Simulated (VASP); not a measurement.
## From VASP inputs to Ansatz: BaF₂ (strained fluorite)

INCAR

```
GGA = PE
ISIF = 2
PREC = Accurate
ENCUT = 520
NBANDS = 19
SIGMA = 0.02
NELM = 120
IBRION = -1
LWAVE = .FALSE.
LCHARG = .FALSE.
NSW = 0
ISMEAR = -1
LREAL = .FALSE.
EDIFF = 1E-7
LASPH = .TRUE.
```

KPOINTS

```
KPOINTS created by Atomic Simulation Environment
0
Gamma
8 8 8
0 0 0
```

KPOINTS_OPT

```
special points
7
Reciprocal
0.0000000000 0.0000000000 0.0000000000 1
0.5000000000 0.0000000000 0.5000000000 1
0.6250000000 0.2500000000 0.6250000000 1
0.3750000000 0.3750000000 0.7500000000 1
0.5000000000 0.5000000000 0.5000000000 1
0.5000000000 0.2500000000 0.7500000000 1
0.0000000000 0.2291670000 -0.2291670000 1
```

POSCAR

```
Ba F
 1.0000000000000000
     0.0000000000000000    3.0971637718000000    3.0971637718000000
     3.0661921341000000    0.0000000000000000    3.0971637718000000
     3.0661921341000000    3.0971637718000000    0.0000000000000000
 Ba  F
   1   2
Cartesian
  0.0000000000000000  0.0000000000000000  0.0000000000000000
  1.5330960670499998  1.5485818859000002  1.5485818859000005
  4.5992882011499994  4.6457456577000009  4.6457456577000009
```

VASP ran with the recommended PBE PAW datasets (24 valence electrons in the cell).

Task: Translate these files to an Ansatz input.

Result: 

```yaml
crystal:
  lattice:
    - [0.0, 3.0971637718, 3.0971637718]
    - [3.0661921341, 0.0, 3.0971637718]
    - [3.0661921341, 3.0971637718, 0.0]
  atoms:
    - { symbol: Ba, position: [0.0, 0.0, 0.0] }
    - { symbol: F, position: [0.25, 0.25, 0.25] }
    - { symbol: F, position: [0.75, 0.75, 0.75] }
kpoints:
  mp_grid: { grid: [8, 8, 8] }
  band_path:
    path:
      - [0.0, 0.0, 0.0]
      - [0.5, 0.0, 0.5]
      - [0.625, 0.25, 0.625]
      - [0.375, 0.375, 0.75]
      - [0.5, 0.5, 0.5]
      - [0.5, 0.25, 0.75]
      - [0.0, 0.229167, -0.229167]
    npoints: 1
hamiltonian:
  xc: pbe
scf:
  occupations: { method: fermi_dirac, width: 0.02 }
  n_extra_bands: 4
output:
  forces: true
  stress: true
  eigenvalues: true
  write_density: true
  write_potential: true
  elf: true
  volumetric_format: npy
```

Other inputs would serve too.

```json
{"": "gap between bands v and c", "VASP": "6.80 eV", "Ansatz": "6.87 eV"}
{"": "least direct gap", "VASP": "6.88 eV", "Ansatz": "6.97 eV"}
{"": "pressure", "VASP": "3.2 GPa", "Ansatz": "2.1 GPa"}
```

The two codes use different PAW datasets and cutoffs. VASP's cell holds 24 valence electrons and Ansatz's 24. Ansatz's stress includes a Pulay correction; VASP's doesn't.
